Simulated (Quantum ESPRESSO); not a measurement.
**Cu under changes of volume**

One of the cells (11.436 Å³/atom); the others are scaled copies at fixed shape and fractional positions:

```xyz
2
Lattice="2.5341 0.0000 0.0000 -1.2670 2.1946 0.0000 0.0000 0.0000 4.1126" Properties=species:S:1:pos:R:3 pbc="T T T"
Cu    1.2670    0.7315    3.0844
Cu    0.0000    1.4631    1.0281
```

This isn't the form of Cu at room conditions, which is fcc.

| Item | Value |
| --- | --- |
| Program | Quantum ESPRESSO 7.5 |
| Functional | LDA |
| Potentials or basis | GBRV 1.5 LDA |
| Cutoff | 762 eV |
| Density cutoff | 6095 eV |
| k mesh | 12 × 12 × 7 |
| Occupations | fermi-dirac, width 0.05 eV |
| Spin | no spin polarisation |

```tsv
volume (Å³/atom)	energy over the lowest point (meV/atom)	pressure (GPa)
10.749	2.27	3.2
10.978	0.00	-0.9
11.207	?	?
11.436	11.26	-7.8
11.664	23.59	-10.6
11.893	39.62	-13.0
12.122	59.01	-15.1
```

Question: What does the run at 11.207 Å³/atom give?

Answer: Energy over the lowest point 3.23 meV/atom; pressure -4.6 GPa.

Worked out: A Birch-Murnaghan fit of order 3 (a polynomial in V^(-2/3)) to the other rows has its minimum at 10.95 Å³/atom with B0 = V·E''(V) = 187 GPa and B' = 5.1 at fixed shape and positions, which overstates the stiffness. It gives 3.21 meV/atom at 11.207 Å³/atom, against the run's 3.23, and -dE/dV = -4.0 GPa, against -4.6.

Energies are extrapolated to zero smearing.
